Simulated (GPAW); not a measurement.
**ZnS (Wurtzite-4H): single point with r2SCAN**

**The experiment to reproduce.**

A printed reference work, monograph reports, for a bulk crystal of ZnS at 4 K: band gap 3.911 eV (direct).

The system is ZnS (Wurtzite-4H).

```
Zn S
1.0
     3.82270    0.00000    0.00000
    -1.91135    3.31056    0.00000
     0.00000    0.00000   12.52000
Zn S
4 4
Direct
  0.66667 0.33333 0.75000
  0.33333 0.66667 0.25000
  0.00000 0.00000 0.50000
  0.00000 0.00000 0.00000
  0.66667 0.33333 0.93750
  0.33333 0.66667 0.43750
  0.00000 0.00000 0.68750
  0.00000 0.00000 0.18750
```

- Program: GPAW 26.7.0
- Task: single point
- Functional: r2SCAN
- Potentials or basis: GPAW PAW data sets (gpaw-data 1.2.1)
- Cutoff: 450 eV
- Basis: pw
- k mesh: 7 × 7 × 2
- Occupations: fermi-dirac, width 0.05 eV
- Spin: no spin polarisation
- Maxiter: 80

The pressure is -1.8 GPa. The largest force is 0.042 eV/Å. The band gap on the k mesh is 2.69 eV, direct.

Forces in eV/Å, atoms in the order of the input:
```
Zn   0.000  0.000  0.003
Zn   0.000  0.000  0.003
Zn   0.000  0.000  0.024
Zn   0.000  0.000  0.023
S    0.000  0.000  0.014
S    0.000  0.000  0.015
S    0.000  0.000 -0.042
S    0.000  0.000 -0.042
```

Stress tensor (GPa, compression positive):
```
-1.77  0.00  0.00
 0.00 -1.77  0.00
 0.00  0.00 -1.92
```

Levels at points of the mesh, in eV from the valence-band top:
```
           k point  band 32  band 33  band 34  band 35  band 36  band 37  band 38  band 39  band 40  band 41
(0.00, 0.00, 0.00)    -0.47    -0.47    -0.04     0.00     0.00     2.69     3.69     3.91     4.16     6.81
(0.00, 0.00, 0.50)    -0.78    -0.15    -0.15    -0.15    -0.15     3.51     3.51     3.82     3.82     6.74
```

Wall time 4.3 min on 1 thread of Arm Neoverse V1, on a shared host, peak memory 0.34 GiB.

A measured gap of ZnS is 3.911 eV (direct; 4 K; a printed reference work, monograph); the calculated 2.69 eV misses it by -1.22 eV. The value is that of r2SCAN, without temperature or zero-point motion.

Caveat: the cutoff is short for stress and forces, so pressures can be off by a GPa or more; the PAW data sets were made with another functional, which shifts forces and pressure a little.
